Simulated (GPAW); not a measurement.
Runs of GPAW 26.7.0 on MnO2. It takes space group R-3m (No. 166, trigonal). The conventional cell has a = 2.857 Å, b = 2.857 Å, c = 13.752 Å, α = 90.00°, β = 90.00°, γ = 120.00°. Around Mn (site symmetry -3m) lie 6 O at 1.90 Å. O (site symmetry 3m) has 3 Mn at 1.90 Å as nearest neighbours. Measurements of this composition are mostly on another form, of space group No. 136.

```csv
task,level,potentials or basis,k mesh,cutoff (eV),maxiter,band path,band points,ranks,convergence,gap on the mesh (eV),pressure (GPa),moment (μB),largest force (eV/Å)
band structure,LDA,"the program's PAW data sets (release 1.2.1) made for this functional, pw",7 × 7 × 7,800,150,"GLB1,BZGX,QFP1Z,LP",100,-,-,0.46,-7.6,3.00,0.48
band structure,r2SCAN,"GPAW PAW data sets (gpaw-data 1.2.1), pw",7 × 7 × 7,800,150,"GLB1,BZGX,QFP1Z,LP",100,4,-,1.95,2.7,3.00,0.15
single point,PBEsol,"PAW data sets generated in the run's folder for this functional, pw",9 × 9 × 9,600,120,-,-,-,default,0.73,-4.5,3.00,(b)
band structure,PBEsol,"PAW data sets generated in the run's folder for this functional, pw",7 × 7 × 7,800,150,"GLB1,BZGX,QFP1Z,LP",100,-,-,0.73,(a),3.00,0.07
single point,LDA,"the program's PAW data sets (release 1.2.1) made for this functional, pw",9 × 9 × 9,600,120,-,-,-,default,0.45,-13.4,3.00,0.48
```

Alike in all rows: spin collinear, ferromagnetic start; cell as given; smearing fermi-dirac 0.05 eV.

Q: Fill in the values left out.

A: (a) 1.0; (b) 0.06.

Caveats: a cell with one magnetic atom can't hold antiferromagnetic order, which such compounds often take; the cutoff is short for stress and forces, so pressures can be off by a GPa or more (some runs); an odd mesh through Γ misses points on the zone boundary, where band edges often lie (some runs); the PAW data sets were made with another functional, which shifts forces and pressure a little (some runs).

Not every run made on this cell is shown here.
